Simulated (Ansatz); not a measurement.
**InSe under changes of volume**

One of the cells (29.237 Å³/atom); the others are scaled copies at fixed shape and fractional positions:

```
CELL_PARAMETERS angstrom
2.00000 1.15470 8.44000
-2.00000 1.15470 8.44000
0.00000 -2.30940 8.44000
ATOMIC_POSITIONS crystal
In 0.88860 0.88860 0.88860
In 0.00000 0.00000 0.00000
Se 0.17190 0.17190 0.17190
Se 0.38350 0.38350 0.38350
```

* Program: Ansatz 0.2.0
* Functional: RPBE
* Dispersion: D3(BJ)
* Potentials or basis: Ansatz PAW
* Cutoff: 420 eV (not typed: the program's choice for these potentials)
* k mesh: 8 × 8 × 8
* Occupations: fermi-dirac, width 0.05 eV
* Spin: no spin polarisation

```csv
volume (Å³/atom),energy over the lowest point (meV/atom),pressure (GPa),gap on the mesh (eV),largest force (eV/Å)
27.483,0.00,-1.6,0.75,0.700
28.068,7.86,-2.7,0.69,0.588
28.652,19.50,-3.7,0.63,0.485
29.237,?,?,?,?
29.822,52.43,-5.3,0.52,0.299
30.406,73.01,-6.0,0.48,0.248
30.991,95.89,-6.6,0.43,0.394
```

What does the run at 29.237 Å³/atom give?

Energy over the lowest point 34.48 meV/atom; pressure -4.5 GPa; gap on the mesh 0.58 eV; largest force 0.389 eV/Å.

Worked out: A Birch-Murnaghan fit of order 3 (a polynomial in V^(-2/3)) to the other rows has its minimum at 26.75 Å³/atom, just outside them, with B0 = V·E''(V) = 62 GPa and B' = 4.6 at fixed shape and positions, which overstates the stiffness. It gives 34.49 meV/atom at 29.237 Å³/atom, against the run's 34.48, and -dE/dV = -4.5 GPa, against -4.5. A straight line through the other rows of the gap, of slope -2.66 eV per unit of ln V (its deformation potential), gives 0.58 eV, against the run's 0.58.

Energies are extrapolated to zero smearing.

Caveats: spin-orbit coupling is left out, which moves the levels of the heavy elements; the PAW data sets come from PBE, with cores solved anew for the run's functional, which leaves a small shift of forces and pressure.

A mesh can miss the band edges.
